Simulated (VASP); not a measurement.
# InAs (F-43m) in VASP: further runs

The runs below take InAs through single point, with PBE, r2SCAN.

All numbers are computed with VASP 6.6.1; they aren't measurements. Logs are shortened: lines on timing, memory, paths and dates and some standing lists are left out, and cuts for length are marked.

**The experiment to reproduce.**

From a printed reference work, data compilation, for a bulk crystal of InAs at 4.2 K: band gap 0.418 eV (direct).

The runs below are set against these values where they give the same quantity.

**1. The cell of the first run**

The structure is cubic, space group F-43m (No. 216). The conventional cell has a = 6.109 Å, b = 6.109 Å, c = 6.109 Å, α = 90.00°, β = 90.00°, γ = 90.00°. In (site symmetry -43m) has 4 As at 2.65 Å within 3.5 Å. As (site symmetry -43m) has 4 In at 2.65 Å within 3.5 Å.

**2. Single point, PBE**

Input file INCAR:

```
PREC = Accurate
ENCUT = 520
EDIFF = 1E-6
ISMEAR = -1
SIGMA = 0.02
LREAL = False
LASPH = True
NELM = 100
ALGO = Normal
ISIF = 2
LWAVE = False
LCHARG = False
GGA = PE
NBANDS = 16
```

Input file KPOINTS:

```
Automatic mesh
0
Gamma
  8 8 8
```

Input file POSCAR:

```
InAs
1.0
    0.0000000000      3.0545915933      3.0545915933
    3.0545915933      0.0000000000      3.0545915933
    3.0545915933      3.0545915933      0.0000000000
In As
1 1
Direct
    0.0000000000      0.0000000000      0.0000000000
    0.2500000000      0.2500000000      0.2500000000
```

Potentials or basis: VASP PAW PBE potentials, release 64 (In_d, As).

Launch:

```console
> cat potpaw_PBE.64/In_d/POTCAR potpaw_PBE.64/As/POTCAR > POTCAR
> mpirun -np 1 vasp_std > vasp.out
```

OUTCAR:

```text
PREC = Accurate
   ENCUT = 520
   EDIFF = 1E-6
   ISMEAR = -1
   LREAL = False
   LASPH = True
   NELM = 100
   ISIF = 2
   GGA = PE

 ion  position               nearest neighbor table
   1  0.000  0.000  0.000-   2 2.65   2 2.65   2 2.65   2 2.65
   2  0.250  0.250  0.250-   1 2.65   1 2.65   1 2.65   1 2.65

  LATTYP: Found a face centered cubic cell.
 ALAT       =     6.1091831866

  Lattice vectors:

 A1 = (   0.0000000000,   3.0545915933,   3.0545915933)
 A2 = (   3.0545915933,   0.0000000000,   3.0545915933)
 A3 = (   3.0545915933,   3.0545915933,   0.0000000000)

Analysis of symmetry for initial positions (statically):
=====================================================================
 Subroutine PRICEL returns:
 Original cell was already a primitive cell.

 Routine SETGRP: Setting up the symmetry group for a
 face centered cubic supercell.

 Subroutine GETGRP returns: Found 24 space group operations
 (whereof 24 operations were pure point group operations)
 out of a pool of 48 trial point group operations.

The static configuration has the point symmetry T_d .

Analysis of symmetry for dynamics (positions and initial velocities):
=====================================================================
 Subroutine PRICEL returns:
 Original cell was already a primitive cell.

 Routine SETGRP: Setting up the symmetry group for a
 face centered cubic supercell.

 Subroutine GETGRP returns: Found 24 space group operations
 (whereof 24 operations were pure point group operations)
 out of a pool of 48 trial point group operations.

The dynamic configuration has the point symmetry T_d .

 Subroutine INISYM returns: Found 24 space group operations
 (whereof 24 operations are pure point group operations),
 and found     1 'primitive' translations

----------------------------------------------------------------------------------------

                                     Primitive cell

  volume of cell :      57.0019

  direct lattice vectors                    reciprocal lattice vectors
     0.000000000  3.054591593  3.054591593    -0.163688004  0.163688004  0.163688004
     3.054591593  0.000000000  3.054591593     0.163688004 -0.163688004  0.163688004
     3.054591593  3.054591593  0.000000000     0.163688004  0.163688004 -0.163688004

  length of vectors
     4.319844859  4.319844859  4.319844859     0.283515939  0.283515939  0.283515939

  position of ions in fractional coordinates (direct lattice)
     0.000000000  0.000000000  0.000000000
     0.250000000  0.250000000  0.250000000

  ion indices of the primitive-cell ions
   primitive index   ion index
                 1           1
                 2           2

----------------------------------------------------------------------------------------

 KPOINTS: Automatic mesh

Automatic generation of k-mesh.
 Grid dimensions read from file:
 generate k-points for:    8    8    8

 Generating k-lattice:

  Cartesian coordinates                     Fractional coordinates (reciprocal lattice)
    -0.020461000  0.020461000  0.020461000     0.125000000  0.000000000  0.000000000
     0.020461000 -0.020461000  0.020461000     0.000000000  0.125000000  0.000000000
     0.020461000  0.020461000 -0.020461000     0.000000000  0.000000000  0.125000000

  Length of vectors
     0.035439492  0.035439492  0.035439492

  Shift w.r.t. Gamma in fractional coordinates (k-lattice)
     0.000000000  0.000000000  0.000000000

 Subroutine IBZKPT returns following result:
 ===========================================

 Found     29 irreducible k-points:

 Following reciprocal coordinates:
            Coordinates               Weight
  0.000000  0.000000  0.000000      1.000000
  0.125000  0.000000  0.000000      8.000000
  0.250000  0.000000  0.000000      8.000000
  0.375000  0.000000  0.000000      8.000000
  0.500000  0.000000  0.000000      4.000000
  0.125000  0.125000  0.000000      6.000000
[... 16 lines left out ...]
  0.500000  0.250000  0.125000     48.000000
 -0.375000  0.250000  0.125000     24.000000
 [... further k-points ...]
   k-points           NKPTS =     29   k-points in BZ     NKDIM =     29   number of bands    NBANDS=     16
   number of dos      NEDOS =    301   number of ions     NIONS =      2
   total plane-waves  NPLWV =  32768
   dimension x,y,z NGX =    32 NGY =   32 NGZ =   32
   dimension x,y,z NGXF=    64 NGYF=   64 NGZF=   64
   ions per type =               1   1
   NGX,Y,Z   is equivalent  to a cutoff of  12.31, 12.31, 12.31 a.u.
   NGXF,Y,Z  is equivalent  to a cutoff of  24.63, 24.63, 24.63 a.u.
 SYSTEM =  unknown system
   PREC   = accura    normal or accurate (medium, high low for compatibility)
   ISTART =      0    job   : 0-new  1-cont  2-samecut
   ICHARG =      2    charge: 1-file 2-atom 10-const
   ISPIN  =      1    spin polarized calculation?
   LNONCOLLINEAR =      F non collinear calculations
   LSORBIT =      F    spin-orbit coupling
   LASPH  =      T    aspherical Exc in radial PAW
   ENCUT  =  520.0 eV  38.22 Ry    6.18 a.u.   8.03  8.03  8.03*2*pi/ulx,y,z
   NELM   =    100;   NELMIN=  2; NELMDL= -5     # of ELM steps
   EDIFF  = 0.1E-05   stopping-criterion for ELM
   LREAL  =      F    real-space projection
   EDIFFG = 0.1E-04   stopping-criterion for IOM
   NSW    =      0    number of steps for IOM
   IBRION =     -1    ionic relax: 0-MD 1-quasi-New 2-CG
   NFREE  =      0    steps in history (QN), initial steepest desc. (CG)
   ISIF   =      2    stress and relaxation
   ISYM   =      2    0-nonsym 1-usesym 2-fastsym
   POTIM  = 0.5000    time-step for ionic-motion
   TEBEG  =    0.0;   TEEND  =   0.0 temperature during run
   PSTRESS=    0.0 pullay stress
   NELECT =      18.0000    total number of electrons
   NUPDOWN=      -1.0000    fix difference up-down
   EMIN   =  10.00;   EMAX   =-10.00  energy-range for DOS
   EFERMI =   0.00;   METHOD = LEGACY
   ISMEAR =    -1;   SIGMA  =   0.02  broadening in eV -4-tet -1-fermi 0-gaus
   EFERMI_NEDOS =   21; number of points for ismear=-14 and -15
   IALGO  =     38    algorithm
   IMIX   =      4    mixing-type and parameters
     AMIX     =   0.40;   BMIX     =  1.00
     AMIX_MAG =   1.60;   BMIX_MAG =  1.00
  volume/ion in A,a.u.               =      28.50       192.33
  Fermi-wavevector in a.u.,A,eV,Ry     =   1.114814  2.106693 16.909468  1.242811
  Thomas-Fermi vector in A             =   2.251413
   LORBIT       =      0    0 simple, 1 ext, 2 COOP (PROOUT), +10 PAW based schemes
   GGA     = PE    functional components
   LHFCALC =     F    Hartree Fock is set to
   AEXX    =    0.0000 exact exchange contribution
   IVDW    =     0    specifies the selected vdW correction
   LEPSILON=     F    determine dielectric tensor
   LRPA    =     F    only Hartree local field effects (RPA)
 non-spin polarized calculation
  energy-cutoff  :      520.00
  volume of cell :       57.00
 maximum number of plane-waves:      1572
   NGX = 17   NGY = 17   NGZ = 17

 number of electron      17.9999996 magnetization

 Free energy of the ion-electron system (eV)
  ---------------------------------------------------
  ext. energy  EPLUGINS =         0.00000000
  ---------------------------------------------------
  free energy    TOTEN  =        -7.70191681 eV

  energy without entropy =       -7.70176688  energy(sigma->0) =       -7.70184184

 E-fermi :   4.2166     XC(G=0):  -8.9588

 val. band max:        4.2026857675   @ k =   0.0000   0.0000   0.0000
 cond. band min:       5.0933172330   @ k =   0.5000   0.0000   0.0000
 fundamental gap:      0.8906314654
 Fermi energy:         4.2165765395

 k-point     1 :       0.0000    0.0000    0.0000
  band No.  band energies     occupation
      1     -10.1298      2.00000
      2     -10.1298      2.00000
      3     -10.1298      2.00000
      4     -10.0164      2.00000
      5     -10.0164      2.00000
      6      -7.4645      2.00000
[... 8 lines left out ...]
     15      13.8043      0.00000
     16      13.8043      0.00000

 k-point     2 :       0.1250    0.0000    0.0000
  band No.  band energies     occupation
      1     -10.1473      2.00000
      2     -10.1246      2.00000
      3     -10.1246      2.00000
      4     -10.0165      2.00000
      5     -10.0165      2.00000
      6      -7.3120      2.00000
[... 8 lines left out ...]
     15      12.9627      0.00000
     16      12.9627      0.00000

 k-point     3 :       0.2500    0.0000    0.0000
  band No.  band energies     occupation
      1     -10.1869      2.00000
      2     -10.1133      2.00000
      3     -10.1133      2.00000
      4     -10.0153      2.00000
      5     -10.0153      2.00000
      6      -6.8950      2.00000
[... 8 lines left out ...]
     15      12.7213      0.00000
     16      12.7213      0.00000

 k-point     4 :       0.3750    0.0000    0.0000
  band No.  band energies     occupation
      1     -10.2238      2.00000
      2     -10.1044      2.00000
      3     -10.1044      2.00000
      4     -10.0115      2.00000
      5     -10.0115      2.00000
      6      -6.3662      2.00000
[... 8 lines left out ...]
     15      13.6294      0.00000
     16      13.6294      0.00000
[... 324 lines left out ...]
 k-point    22 :       0.3750    0.2500    0.1250
  band No.  band energies     occupation
      1     -10.2207      2.00000
      2     -10.0996      2.00000
      3     -10.0954      2.00000
      4     -10.0267      2.00000
      5     -10.0077      2.00000
      6      -6.5536      2.00000
[... 8 lines left out ...]
     15      14.2315      0.00000
     16      14.8539      0.00000

 k-point    23 :       0.5000    0.2500    0.1250
  band No.  band energies     occupation
      1     -10.2445      2.00000
      2     -10.0947      2.00000
      3     -10.0854      2.00000
      4     -10.0244      2.00000
      5     -10.0078      2.00000
      6      -6.0810      2.00000
[... 8 lines left out ...]
     15      14.3787      0.00000
     16      15.2129      0.00000

 k-point    24 :      -0.3750    0.2500    0.1250
  band No.  band energies     occupation
      1     -10.2535      2.00000
      2     -10.0938      2.00000
      3     -10.0818      2.00000
      4     -10.0207      2.00000
      5     -10.0096      2.00000
      6      -5.8384      2.00000
[... 8 lines left out ...]
     15      14.5298      0.00000
     16      15.1922      0.00000

 [... further k-points ...]

------------------------ aborting loop because EDIFF is reached ----------------------------------------

  FORCE on cell =-STRESS in cart. coord.  units (eV):
  Direction    XX          YY          ZZ          XY          YZ          ZX
  --------------------------------------------------------------------------------------
  -------------------------------------------------------------------------------------
  Total        0.7366145      0.7366145      0.7366145      0.0000000      0.0000000      0.0000000
  in kB       20.7043409     20.7043409     20.7043409      0.0000000      0.0000000      0.0000000
  external PRESSURE =      20.7043409 kB  Pullay stress =       0.0000000 kB

 VOLUME and BASIS-vectors are now :
 -----------------------------------------------------------------------------
  energy-cutoff  :      520.00
  volume of cell :       57.00
      direct lattice vectors                 reciprocal lattice vectors
     0.000000000  3.054591593  3.054591593    -0.163688004  0.163688004  0.163688004
     3.054591593  0.000000000  3.054591593     0.163688004 -0.163688004  0.163688004
     3.054591593  3.054591593  0.000000000     0.163688004  0.163688004 -0.163688004

 POSITION                                       TOTAL-FORCE (eV/Angst)
 -----------------------------------------------------------------------------------
      0.00000      0.00000      0.00000        -0.000000     -0.000000     -0.000000
      1.52730      1.52730      1.52730         0.000000      0.000000      0.000000
 -----------------------------------------------------------------------------------
    total drift:                               -0.000000     -0.000000     -0.000000

  FREE ENERGIE OF THE ION-ELECTRON SYSTEM (eV)
  ---------------------------------------------------
  free  energy   TOTEN  =        -7.7019168063 eV

  energy  without entropy=       -7.7017668757  energy(sigma->0) =       -7.70184184
```

It took 29 s on 1 thread of Intel Xeon Platinum 8259CL at 2.50GHz (Skylake/Cascade Lake), shared host; peak memory 0.19 GiB.

What came out:

```
Free energy            : -7.7019 eV
Pressure               : 2.1 GPa
Band gap on the k mesh : zero (filled and empty bands touch)
```

Caveat: semilocal functionals underestimate gaps, so a narrow gap can read as zero; spin-orbit coupling is left out, which moves the levels of the heavy elements.

**3. Single point, r2SCAN**

POSCAR is that of step 2.

Input file INCAR.step1:

```
PREC = Accurate ; ENCUT = 520
ISMEAR = -1 ; SIGMA = 0.02
LREAL = False ; LASPH = True
NELM = 60 ; NBANDS = 16
GGA = PE ; ALGO = Normal
EDIFF = 1E-4 ; LWAVE = True
LCHARG = False
```

Input file INCAR.step2:

```
PREC = Accurate ; ENCUT = 520
EDIFF = 1E-7 ; ISMEAR = -1
SIGMA = 0.02 ; LREAL = False
LASPH = True ; NELM = 60
ALGO = Normal ; ISIF = 2
LWAVE = False ; LCHARG = False
METAGGA = R2SCAN ; LMIXTAU = True
NBANDS = 16 ; ISTART = 1
```

KPOINTS is that of step 2.

Potentials or basis: VASP PAW PBE potentials, release 64 (In_d, As).

Launch:

```console
> cat potpaw_PBE.64/In_d/POTCAR potpaw_PBE.64/As/POTCAR > POTCAR
> cp INCAR.step1 INCAR
> mpirun -np 1 vasp_std > vasp.out
> cp INCAR.step2 INCAR
> mpirun -np 1 vasp_std > vasp.out
```

Wall time 2.1 min (1 thread of Intel Xeon Platinum 8259CL at 2.50GHz (Skylake/Cascade Lake), shared host); peak memory 0.2 GiB.

Results (log left out):

```
Free energy            : -38.0588 eV
Pressure               : 0.0 GPa
Band gap on the k mesh : 0.08 eV
```

Levels at points of the mesh, in eV from the valence-band top:
```
           k point  band 6  band 7  band 8  band 9  band 10  band 11  band 12  band 13
(0.00, 0.00, 0.00)  -12.10    0.00    0.00    0.00     0.08     4.26     4.26     4.26
(0.50, 0.00, 0.00)  -10.65   -5.72   -0.97   -0.97     1.25     5.03     5.03     7.24
(0.50, 0.50, 0.00)  -10.12   -5.80   -2.29   -2.29     1.87     2.34     9.62     9.72
```

Caveat: the PAW data sets were made with another functional, which shifts forces and pressure a little; spin-orbit coupling is left out, which moves the levels of the heavy elements.

**4. Comparison with measurements**

Step 3. Measured gap of InAs: 0.418 eV (direct; 4.2 K; a printed reference work, data compilation). This calculation gives 0.08 eV (-0.34 eV). Spin-orbit coupling on As, In is left out. The value is that of r2SCAN, without temperature or zero-point motion.
